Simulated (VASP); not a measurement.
Set up this calculation in VASP 6.6.1, as the native input.

```yaml
Task: single point
Functional: PBE
Potentials_or_basis: VASP PAW PBE potentials, release 64 (Mg, O)
Cutoff: 520 eV
k_mesh: 3 × 2 × 3
Occupations: fermi-dirac, width 0.15 eV
Spin: no spin polarisation
Dipole_correction: no
Further_INCAR_settings: ALGO = Normal; EDIFF = 1e-07; NBANDS = 27
```

The structure of Mg12O (a cell with a defect) lies in POSCAR:

```
Mg12O
1.0
    6.4200000000      0.0000000000      0.0000000000
   -4.8150000000      8.3398250000      0.0000000000
    0.0000000000      0.0000000000      5.2130400000
Mg O
12 1
Direct
   -0.1125731348      0.0808889875     -0.1296748155
    0.3116406789      0.1982415698      0.5174907540
   -0.1125520592      0.4125266417      0.2198717063
    0.1922866027      0.5104423654      0.6840730169
    0.0411881221      0.7214180154      0.1083628746
    0.5146733766      0.8386506911      0.6116968218
    0.3359305437      0.0639821579     -0.0482060372
    0.7600852502      0.1406744146      0.4221145435
    0.4289316337      0.4066752000      0.0528098768
    0.7132876204      0.5416420608      0.5724107239
    0.5012335843      0.7299313835      0.1148849807
    0.9463882667      0.8802103162      0.5527868576
    0.1343198437      0.5459467075      1.0307613216
```

The cell was built by a generator and needn't be a form met in nature.

The input as run:

INCAR

```
SYSTEM = Mg12O
  PREC = Accurate
  ENCUT = 520
  EDIFF = 1E-7
  ISMEAR = -1
  SIGMA = 0.15
  LREAL = .FALSE.
  LASPH = .TRUE.
  NELM = 100
  ALGO = Normal
  ISIF = 2
  LWAVE = .FALSE.
  LCHARG = .FALSE.
  GGA = PE
  NBANDS = 27
```

KPOINTS

```
regular mesh
0
G
  3 2 3
  0 0 0
```

Potentials or basis: VASP PAW PBE potentials, release 64 (Mg, O).

Launch:

```bash
$ cat potpaw_PBE.64/Mg/POTCAR potpaw_PBE.64/O/POTCAR > POTCAR
$ mpirun -np 1 vasp_std > vasp.out
```

It gave:

```
Pressure               : 6.1 GPa
Largest force          : 3.110 eV/Å
Band gap on the k mesh : none (metal or under the smearing width)
```

Caveat: the k mesh is coarse (spacing up to 0.40 Å⁻¹), so the values aren't converged.

It took 51 s on 1 thread of Intel(R) Xeon(R) 6975P-C (Granite Rapids), with other jobs on the host, peak memory 0.36 GiB.
